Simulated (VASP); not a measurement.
# PtS2 (P-3m1) in VASP: a series of runs

One crystal, PtS2, is run at these levels: PBEsol, PBE, LDA; tasks: phonons, band structure.

Program: VASP 6.6.1. These are calculated values, not measurements. Logs are shortened: lines on timing, memory, paths and dates and some standing lists are left out, and cuts for length are marked.

### Step 1. The crystal as given

It takes space group P-3m1 (No. 164, trigonal). The conventional cell has a = 3.543 Å, b = 3.543 Å, c = 5.039 Å, α = 90.00°, β = 90.00°, γ = 120.00°. Pt (site symmetry -3m) has 6 S at 2.34 Å as nearest neighbours. S (site symmetry 3m) has 3 Pt at 2.34 Å as nearest neighbours.

### Step 2. Phonons, PBEsol

POSCAR reads:

```
PtS2
1.0
    3.5432000000      0.0000000000      0.0000000000
   -1.7716000000      3.0685012107      0.0000000000
    0.0000000000      0.0000000000      5.0388000000
Pt S
1 2
Direct
    0.0000000000      0.0000000000      0.0000000000
    0.6666666667      0.3333333333      0.7730000000
    0.3333333333      0.6666666667      0.2270000000
```

INCAR.step1 reads:

```
SYSTEM = PtS2
PREC = Accurate ; ENCUT = 600
EDIFF = 1E-8 ; ISMEAR = -1
SIGMA = 0.05 ; LREAL = .False.
LASPH = .True. ; NELM = 80
ALGO = Fast ; ISIF = 3
LWAVE = .False. ; LCHARG = .False.
GGA = PS ; IBRION = 2
NSW = 40 ; EDIFFG = -0.002
```

INCAR.step2 reads:

```
SYSTEM = PtS2
PREC = Accurate ; ENCUT = 600
EDIFF = 1E-8 ; ISMEAR = -1
SIGMA = 0.05 ; LREAL = .False.
LASPH = .True. ; NELM = 80
ALGO = Fast ; ISIF = 2
LWAVE = .False. ; LCHARG = .False.
GGA = PS ; IBRION = 8
NSW = 1
```

KPOINTS reads:

```
regular mesh
0
Gamma
  7 7 4
  0 0 0
```

Potentials or basis: VASP PAW PBE potentials, release 64 (Pt, S).

Started as:

```
cat potpaw_PBE.64/Pt/POTCAR potpaw_PBE.64/S/POTCAR > POTCAR
cp INCAR.step1 INCAR
mpirun -np 1 vasp_std > vasp.out
cp CONTCAR POSCAR
cp INCAR.step2 INCAR
mpirun -np 1 vasp_std > vasp.out
```

OUTCAR:

```text
SYSTEM = PtS2
   PREC = Accurate
   ENCUT = 600
   EDIFF = 1E-8
   ISMEAR = -1
   LREAL = .False.
   LASPH = .True.
   NELM = 80
   ISIF = 2
   GGA = PS
   IBRION = 8
   NSW = 1

 ion  position               nearest neighbor table
   1  0.000  0.000  0.000-   2 2.38   3 2.38   2 2.38   3 2.38   2 2.38   3 2.38
   2  0.667  0.333  0.751-   1 2.38   1 2.38   1 2.38
   3  0.333  0.667  0.249-   1 2.38   1 2.38   1 2.38

  LATTYP: Found a hexagonal cell.
 ALAT       =     3.5673708824
 C/A-ratio  =     1.3473470920

  Lattice vectors:

 A1 = (   3.5673708824,   0.0000000000,   0.0000000000)
 A2 = (  -1.7836854412,   3.0894338089,  -0.0000000000)
 A3 = (   0.0000000000,  -0.0000000000,   4.8064867846)

Analysis of symmetry for initial positions (statically):
=====================================================================
 Subroutine PRICEL returns:
 Original cell was already a primitive cell.

 Routine SETGRP: Setting up the symmetry group for a
 hexagonal supercell.

 Subroutine GETGRP returns: Found 12 space group operations
 (whereof 12 operations were pure point group operations)
 out of a pool of 24 trial point group operations.

The static configuration has the point symmetry D_3d.

Analysis of symmetry for dynamics (positions and initial velocities):
=====================================================================
 Subroutine PRICEL returns:
 Original cell was already a primitive cell.

 Routine SETGRP: Setting up the symmetry group for a
 hexagonal supercell.

 Subroutine GETGRP returns: Found 12 space group operations
 (whereof 12 operations were pure point group operations)
 out of a pool of 24 trial point group operations.

The dynamic configuration has the point symmetry D_3d.

 Subroutine INISYM returns: Found 12 space group operations
 (whereof 12 operations are pure point group operations),
 and found     1 'primitive' translations

----------------------------------------------------------------------------------------

                                     Primitive cell

  volume of cell :      52.9730

  direct lattice vectors                    reciprocal lattice vectors
     3.567370882  0.000000000  0.000000000     0.280318485  0.161841953 -0.000000000
    -1.783685441  3.089433809 -0.000000000     0.000000000  0.323683905  0.000000000
     0.000000000 -0.000000000  4.806486785     0.000000000  0.000000000  0.208052169

  length of vectors
     3.567370882  3.567370882  4.806486785     0.323683905  0.323683905  0.208052169

  position of ions in fractional coordinates (direct lattice)
     0.000000000  0.000000000  0.000000000
     0.666666667  0.333333333  0.750838029
     0.333333333  0.666666667  0.249161971

  ion indices of the primitive-cell ions
   primitive index   ion index
                 1           1
                 2           2
                 3           3

----------------------------------------------------------------------------------------

 KPOINTS: regular mesh

Automatic generation of k-mesh.
 Grid dimensions read from file:
 generate k-points for:    7    7    4

 Generating k-lattice:

  Cartesian coordinates                     Fractional coordinates (reciprocal lattice)
     0.040045498  0.023120279 -0.000000000     0.142857143 -0.000000000  0.000000000
     0.000000000  0.046240558  0.000000000     0.000000000  0.142857143  0.000000000
     0.000000000  0.000000000  0.052013042     0.000000000  0.000000000  0.250000000

  Length of vectors
     0.046240558  0.046240558  0.052013042

  Shift w.r.t. Gamma in fractional coordinates (k-lattice)
     0.000000000  0.000000000  0.000000000

 Subroutine IBZKPT returns following result:
 ===========================================

 Found     28 irreducible k-points:

 Following reciprocal coordinates:
            Coordinates               Weight
  0.000000  0.000000  0.000000      1.000000
  0.142857  0.000000 -0.000000      6.000000
  0.285714  0.000000  0.000000      6.000000
  0.428571 -0.000000 -0.000000      6.000000
  0.142857  0.142857 -0.000000      6.000000
  0.285714  0.142857  0.000000     12.000000
[... 58 lines left out ...]
  volume/ion in A,a.u.               =      17.66       119.16
  Fermi-wavevector in a.u.,A,eV,Ry     =   1.221417  2.308144 20.297993  1.491860
  Thomas-Fermi vector in A             =   2.356600
   LORBIT       =      0    0 simple, 1 ext, 2 COOP (PROOUT), +10 PAW based schemes
   GGA     = PS    functional components
   LHFCALC =     F    Hartree Fock is set to
   AEXX    =    0.0000 exact exchange contribution
   IVDW    =     0    specifies the selected vdW correction
   LEPSILON=     F    determine dielectric tensor
   LRPA    =     F    only Hartree local field effects (RPA)
 non-spin polarized calculation
 RMM-DIIS sequential band-by-band and
  energy-cutoff  :      600.00
  volume of cell :       52.97
 maximum number of plane-waves:      1791
   NGX = 15   NGY = 15   NGZ = 19

--------------------------------------- Ionic step        1  -------------------------------------------

 number of electron      21.9999997 magnetization

 Free energy of the ion-electron system (eV)
  ---------------------------------------------------
  ext. energy  EPLUGINS =         0.00000000
  ---------------------------------------------------
  free energy    TOTEN  =       -16.99599515 eV

  energy without entropy =      -16.99494851  energy(sigma->0) =      -16.99547183

 E-fermi :   7.4871     XC(G=0): -11.0690

 val. band max:        7.4279965702   @ k =   0.0000   0.0000   0.0000
 cond. band min:       7.6566665687   @ k =   0.0000   0.2857   0.2500
 fundamental gap:      0.2286699985
 Fermi energy:         7.4870506792

 k-point     1 :       0.0000    0.0000    0.0000
  band No.  band energies     occupation
      1      -8.3353      2.00000
      2      -5.0435      2.00000
      3      -0.0191      2.00000
      4       0.3982      2.00000
      5       0.3982      2.00000
      6       3.2725      2.00000
      7       3.2725      2.00000
      8       5.1092      2.00000
      9       5.9960      2.00000
     10       5.9960      2.00000
     11       7.4280      1.53028
     12       8.9964      0.00000
     13       8.9964      0.00000
     14      11.3081      0.00000
[... 401 lines left out ...]
      2      -5.9211      2.00000
      3      -0.4460      2.00000
      4       0.9695      2.00000
      5       1.1684      2.00000
      6       2.5901      2.00000
      7       3.5467      2.00000
      8       4.0521      2.00000
      9       4.2319      2.00000
     10       4.7232      2.00000
     11       6.0245      2.00000
     12       8.5783      0.00000
     13       9.0655      0.00000
     14      12.2435      0.00000
     15      12.6558      0.00000

 [... further k-points ...]

------------------------ aborting loop because EDIFF is reached ----------------------------------------

  FORCE on cell =-STRESS in cart. coord.  units (eV):
  Direction    XX          YY          ZZ          XY          YZ          ZX
  --------------------------------------------------------------------------------------
  -------------------------------------------------------------------------------------
  Total        0.0005424      0.0005424     -0.0063355     -0.0000000      0.0000000      0.0000000
  in kB        0.0164057      0.0164057     -0.1916191     -0.0000000      0.0000000      0.0000000
  external PRESSURE =      -0.0529359 kB  Pullay stress =       0.0000000 kB

 VOLUME and BASIS-vectors are now :
 -----------------------------------------------------------------------------
  energy-cutoff  :      600.00
  volume of cell :       52.97
      direct lattice vectors                 reciprocal lattice vectors
     3.567370882  0.000000000  0.000000000     0.280318485  0.161841953 -0.000000000
    -1.783685441  3.089433809 -0.000000000     0.000000000  0.323683905  0.000000000
     0.000000000 -0.000000000  4.806486785     0.000000000  0.000000000  0.208052169

 POSITION                                       TOTAL-FORCE (eV/Angst)
 -----------------------------------------------------------------------------------
      0.00000      0.00000      0.00000        -0.000000      0.000000      0.000000
      1.78369      1.02981      3.60889        -0.000000      0.000000     -0.001766
     -0.00000      2.05962      1.19759         0.000000     -0.000000      0.001766
 -----------------------------------------------------------------------------------
    total drift:                               -0.000000     -0.000000      0.000000

  FREE ENERGIE OF THE ION-ELECTRON SYSTEM (eV)
  ---------------------------------------------------
  free  energy   TOTEN  =       -16.9959951473 eV

  energy  without entropy=      -16.9949485100  energy(sigma->0) =      -16.99547183

[... ionic steps 2 to 3 ...]

--------------------------------------- Ionic step        4  -------------------------------------------

------------------------ aborting loop because EDIFF is reached ----------------------------------------
[... 11 lines left out ...]
[... ionic steps 8 to 8 ...]

--------------------------------------- Ionic step        9  -------------------------------------------

 Free energy of the ion-electron system (eV)
  ---------------------------------------------------
  ---------------------------------------------------
  free energy    TOTEN  =        -0.11524770 eV

  energy without entropy =       -0.11525261

------------------------ aborting loop because EDIFF is reached ----------------------------------------

 INTERNAL STRAIN TENSOR  FOR ION    2  DIRECTION 3   (eV/Angst):
 -----------------------------------------------------------------------------
    11.52148  0.00000 -0.00000
     0.00000 11.52148 -0.00000
    -0.00000 -0.00000 14.61143

 INTERNAL STRAIN TENSOR FOR ION    3 for displacements in x,y,z  (eV/Angst):
          X           Y           Z          XY          YZ          ZX
  --------------------------------------------------------------------------------
  x    -0.00000    -0.00000    -0.00000     5.50123     0.00000   -10.27691
  y     5.50123    -5.50123     0.00000    -0.00000   -11.27640    -0.00000
  z   -11.52148   -11.52148   -14.61143     0.00000     0.00000    -0.00000

 SECOND DERIVATIVES (NOT SYMMETRIZED)
 ------------------------------------
               1X          1Y          1Z          2X          2Y          2Z          3X          3Y          3Z
  1X   -16.796553    0.000000   -0.000000    8.398277    0.000000    0.000000    8.398277    0.000000    0.000000
  1Y     0.000000  -16.796553    0.000000    0.000000    8.398277   -0.000000    0.000000    8.398277   -0.000000
  1Z    -0.000000    0.000000  -18.538298    0.000000   -0.000000    9.269149    0.000000   -0.000000    9.269149
  2X     8.397614    0.000000    0.000000   -9.433142    0.000000   -0.000000    1.035527    0.000000    0.000000
  2Y     0.000000    8.397614   -0.000000    0.000000   -9.433142    0.000000    0.000000    1.035527   -0.000000
  2Z     0.000000   -0.000000    9.265817   -0.000000    0.000000  -10.967512    0.000000   -0.000000    1.701696
  3X     8.397614    0.000000    0.000000    1.035527    0.000000    0.000000   -9.433142    0.000000   -0.000000
  3Y     0.000000    8.397614   -0.000000    0.000000    1.035527   -0.000000    0.000000   -9.433142    0.000000
  3Z     0.000000   -0.000000    9.265817    0.000000   -0.000000    1.701696   -0.000000    0.000000  -10.967512

 Eigenvectors and eigenvalues of the dynamical matrix
 ----------------------------------------------------

   1 f  =    9.826595 THz    61.742318 2PiTHz  327.779933 cm-1    40.639514 meV
             X         Y         Z           dx          dy          dz
      0.000000  0.000000  0.000000     0.000000    0.000000    0.000000
      1.783685  1.029811  3.608893    -0.000000    0.000000   -0.707107
     -0.000000  2.059623  1.197594     0.000000   -0.000000    0.707107
[... 43 lines left out ...]
   9 f/i=    0.000752 THz     0.004722 2PiTHz    0.025070 cm-1     0.003108 meV
             X         Y         Z           dx          dy          dz
      0.000000  0.000000  0.000000    -0.000000   -0.000000   -0.867480
      1.783685  1.029811  3.608893    -0.000000   -0.000000   -0.351766
     -0.000000  2.059623  1.197594    -0.000000   -0.000000   -0.351766

--------------------------------------------------------------------------------------------------------

 ELASTIC MODULI CONTR FROM IONIC RELAXATION (kBar)
 Direction    XX          YY          ZZ          XY          YZ          ZX
 --------------------------------------------------------------------------------
 XX        -808.6702   -458.9308   -803.7797      0.0000    358.4468     -0.0000
 YY        -458.9308   -808.6702   -803.7797     -0.0000   -358.4468     -0.0000
 ZZ        -803.7797   -803.7797  -1019.3458     -0.0000      0.0000      0.0000
 XY           0.0000     -0.0000     -0.0000   -174.8697      0.0000    326.6757
 YZ         358.4468   -358.4468      0.0000      0.0000   -734.7422     -0.0000
 ZX          -0.0000     -0.0000      0.0000    326.6757     -0.0000   -610.2662
 --------------------------------------------------------------------------------
```

It took 6.3 min on 1 thread of Intel Xeon 6975P-C (Granite Rapids), shared host; peak memory 0.4 GiB.

What came out:

```yaml
Relaxed_volume: 17.66 Å³/atom
Relaxed_cell: a = 3.567 Å, b = 3.567 Å, c = 4.806 Å, α = 90.00°, β = 90.00°, γ = 120.00°
Space_group_after_relaxing_to_0.05_Å: P-3m1 (No. 164)
Highest_phonon_frequency_at_Γ_LO-TO_splitting_left_out: 328 cm⁻¹
```

Step by step:
| step | energy change (eV) | largest force (eV/Å) | pressure (GPa) | volume (Å³) |
| --- | --- | --- | --- | --- |
| 1 | 0.0000 | 0.9294 | 6.16 | 54.78 |
| 2 | 0.1057 | 0.8742 | -9.97 | 60.55 |
| 3 | -0.0506 | 0.1966 | -0.67 | 56.76 |
| 4 | -0.0506 | 0.2137 | -0.51 | 56.71 |
| 5 | -0.0577 | 0.1235 | -0.32 | 56.47 |
| 6 | -0.0604 | 0.0265 | -0.11 | 56.21 |
| 7 | -0.0604 | 0.0227 | -0.11 | 56.20 |
| 8 | -0.0606 | 0.0347 | 0.01 | 56.08 |
| 9 | -0.0611 | 0.0711 | 0.36 | 55.75 |
| 10 | -0.0611 | 0.1453 | 1.10 | 55.07 |
| 11 | -0.0613 | 0.1080 | 0.72 | 55.41 |
| 12 | -0.0613 | 0.1079 | 0.72 | 55.40 |
| 13 | -0.0614 | 0.1076 | 0.71 | 55.38 |
| 14 | -0.0616 | 0.1071 | 0.71 | 55.33 |
| 15 | -0.0619 | 0.1060 | 0.69 | 55.23 |
| 16 | -0.0625 | 0.1041 | 0.67 | 55.03 |
| 17 | -0.0637 | 0.1010 | 0.63 | 54.64 |
| 18 | -0.0654 | 0.0978 | 0.59 | 53.84 |
| 19 | -0.0657 | 0.1035 | 0.74 | 52.23 |
| 20 | -0.0661 | 0.1038 | 0.68 | 52.78 |
| 21 | -0.0668 | 0.0225 | -0.13 | 53.04 |
| 22 | -0.0668 | 0.0271 | -0.09 | 53.02 |
| 23 | -0.0669 | 0.0207 | -0.07 | 53.01 |
| 24 | -0.0670 | 0.0017 | 0.00 | 52.97 |

Final structure:
```cif
data_structure
_symmetry_space_group_name_H-M 'P 1'
_symmetry_Int_Tables_number 1
_cell_length_a 3.5674
_cell_length_b 3.5674
_cell_length_c 4.8065
_cell_angle_alpha 90.000
_cell_angle_beta 90.000
_cell_angle_gamma 120.000
_cell_volume 52.97
loop_
_atom_site_label
_atom_site_type_symbol
_atom_site_fract_x
_atom_site_fract_y
_atom_site_fract_z
_atom_site_occupancy
Pt1 Pt 0.00000 0.00000 0.00000 1
S1 S 0.66667 0.33333 0.75084 1
S2 S 0.33333 0.66667 0.24916 1
```

Phonon frequencies in cm⁻¹ (negative: imaginary):
| q point | frequencies |
| --- | --- |
| (0.000, 0.000, 0.000) | 0 0 0 298 298 308 308 323 328 |

Caveat: the PAW data sets were made with another functional, which shifts forces and pressure a little. Spin-orbit coupling is left out, which matters for the levels of Pt.

### Step 3. Band structure, PBE

POSCAR is that of step 2.

INCAR.step1 reads:

```
SYSTEM = PtS2
PREC = Accurate ; ENCUT = 520
EDIFF = 1E-7 ; ISMEAR = -1
SIGMA = 0.05 ; LREAL = .FALSE.
LASPH = .TRUE. ; NELM = 60
ALGO = Normal ; ISIF = 2
LWAVE = .FALSE. ; LCHARG = .TRUE.
LMAXMIX = 4 ; GGA = PE
```

KPOINTS.step1 reads:

```
Automatic mesh
0
G
  9 9 5
  0 0 0
```

INCAR.step2 reads:

```
SYSTEM = PtS2
PREC = Accurate ; ENCUT = 520
EDIFF = 1E-7 ; ISMEAR = 0
SIGMA = 0.05 ; LREAL = .FALSE.
LASPH = .TRUE. ; NELM = 60
ALGO = Normal ; ISIF = 2
LWAVE = .FALSE. ; LCHARG = .FALSE.
LMAXMIX = 4 ; GGA = PE
ICHARG = 11
```

KPOINTS.step2 reads:

```
path GMKGALHA,LM,KH
10
line-mode
reciprocal
 0.0000000000  0.0000000000  0.0000000000  G
 0.5000000000  0.0000000000  0.0000000000  M

 0.5000000000  0.0000000000  0.0000000000  M
 0.3333333333  0.3333333333  0.0000000000  K

 0.3333333333  0.3333333333  0.0000000000  K
 0.0000000000  0.0000000000  0.0000000000  G

 0.0000000000  0.0000000000  0.0000000000  G
 0.0000000000  0.0000000000  0.5000000000  A

 0.0000000000  0.0000000000  0.5000000000  A
 0.5000000000  0.0000000000  0.5000000000  L

 0.5000000000  0.0000000000  0.5000000000  L
 0.3333333333  0.3333333333  0.5000000000  H

 0.3333333333  0.3333333333  0.5000000000  H
 0.0000000000  0.0000000000  0.5000000000  A

 0.5000000000  0.0000000000  0.5000000000  L
 0.5000000000  0.0000000000  0.0000000000  M

 0.3333333333  0.3333333333  0.0000000000  K
 0.3333333333  0.3333333333  0.5000000000  H
```

Potentials or basis: VASP PAW PBE potentials, release 64 (Pt, S).

Started as:

```
cat potpaw_PBE.64/Pt/POTCAR potpaw_PBE.64/S/POTCAR > POTCAR
cp INCAR.step1 INCAR
cp KPOINTS.step1 KPOINTS
mpirun -np 1 vasp_std > vasp.out
cp INCAR.step2 INCAR
cp KPOINTS.step2 KPOINTS
mpirun -np 1 vasp_std > vasp.out
```

It took 2.2 min on 1 thread of Intel Xeon Platinum 8375C at 2.90GHz (Ice Lake), shared host; peak memory 0.21 GiB.

It converged, with:

```
Band gap on the k mesh  : 1.03 eV, indirect (least direct gap 1.08 eV)
Band gap along the path : 1.02 eV, indirect (least direct gap 1.58 eV)
```

Levels at the corners of the path, in eV from the valence-band top:
```
point  band 8  band 9  band 10  band 11  band 12  band 13  band 14  band 15
    Γ   -1.76   -1.11    -1.11    -0.09     2.49     2.49     4.83     5.81
    M   -3.28   -3.19    -2.97    -2.32     1.82     2.87     5.56     6.58
    M   -3.28   -3.19    -2.97    -2.32     1.82     2.87     5.56     6.58
    K   -3.63   -2.66    -1.46    -1.46     1.08     1.08     5.73     8.10
    K   -3.63   -2.66    -1.46    -1.46     1.08     1.08     5.73     8.10
    Γ   -1.76   -1.11    -1.11    -0.09     2.49     2.49     4.83     5.81
    Γ   -1.76   -1.11    -1.11    -0.09     2.49     2.49     4.83     5.81
    A   -2.45   -1.30    -1.30    -0.89     2.96     2.96     5.51     7.46
    A   -2.45   -1.30    -1.30    -0.89     2.96     2.96     5.51     7.42
    L   -3.22   -3.07    -2.69    -1.35     2.12     2.40     5.42     5.61
    L   -3.22   -3.07    -2.69    -1.35     2.12     2.40     5.42     5.61
    H   -3.53   -3.51    -1.85    -1.85     2.26     2.26     7.29     7.99
    H   -3.53   -3.51    -1.85    -1.85     2.26     2.26     7.29     8.11
    A   -2.45   -1.30    -1.30    -0.89     2.96     2.96     5.51     7.42
    L   -3.22   -3.07    -2.69    -1.35     2.12     2.40     5.42     5.61
    M   -3.28   -3.19    -2.97    -2.32     1.82     2.87     5.56     6.58
    K   -3.63   -2.66    -1.46    -1.46     1.08     1.08     5.73     8.10
    H   -3.53   -3.51    -1.85    -1.85     2.26     2.26     7.29     8.00
```

Caveat: the log is that of the step along the path at fixed density, whose energy, stress, charges and moments have no meaning; spin-orbit coupling is left out, which moves the levels of the heavy elements. As with any semilocal functional, this PBE gap is likely too small.

[end of part 1 of 2]
